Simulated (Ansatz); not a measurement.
GeO2:
Space group P3₁21 (No. 152); a = b = 4.8903 Å, c = 5.6141 Å, α = β = 90.00°, γ = 120.00°

```json
[
 {"atom": "Ge", "site": "3a", "symmetry": ".2.", "x": "0.5541", "y": "0.5541", "z": "0.0000"},
 {"atom": "O", "site": "6c", "symmetry": "1", "x": "0.3914", "y": "0.3112", "z": "0.2486"}
]
```

Relaxed with LDA.

Q: Decompose the optical modes at the zone centre into irreducible representations, and say which are infrared and Raman allowed.

A: Point group 32: Γ_opt = 4A1 + 4A2 + 8E. Infrared: A2, E. Raman: A1, E.

Q: Assign frequencies (DFPT, LDA (plane waves, PAW; program Ansatz); without the LO–TO term).

A: E 121, A1 159, E 204, A2 226, E 233, A1 250, E 308, A2 322, A1 447, E 521, A2 533, E 582, E 822, A2 844, A1 848, E 919 cm⁻¹.

Space group P3_121. The LDA relaxation kept the symmetry of its start; phonons on a q-mesh show no instability.

Potentials: the later of the program's two PAW sets.
